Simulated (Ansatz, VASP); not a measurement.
**One calculation of ZnS, two programs**

```xyz
2
Lattice="0.0000 2.7226 2.7226 2.7226 0.0000 2.7226 2.7226 2.7226 0.0000" Properties=species:S:1:pos:R:3 pbc="T T T"
Zn    0.0000    0.0000    0.0000
S     4.0838    4.0838    4.0838
```

Change from the starting cell: volume scaled by 1.02, PAW files.

Alike in both runs: task electric field gradients; functional PBEsol; k mesh 8 × 8 × 8; occupations fermi-dirac, width 0.01 eV; no spin polarisation.

|  | VASP | Ansatz |
| --- | --- | --- |
| version | VASP 6.6.1 | Ansatz 0.2.0 |
| potentials or method | VASP PAW PBE potentials, release 64 (Zn, S) | PAW with Ansatz's default frozen-core files, scalar-relativistic |
| plane-wave cutoff (eV) | 520 | 420 |
| valence electrons in the cell | 18 | 18 |

|  | VASP | Ansatz | Ansatz less VASP |
| --- | --- | --- | --- |
| gap on the k mesh at the Fermi level (eV) | 1.88 | 1.88 | -0.004 |
| pressure (GPa) | -3.3 | -3.5 | -0.16 |
| Vzz of the field gradient on the site that differs most (V/Å²) | 0.0 | 0.0 | -0.01 |

Caveats: the PAW data sets were made with another functional, which shifts forces and pressure a little (VASP).
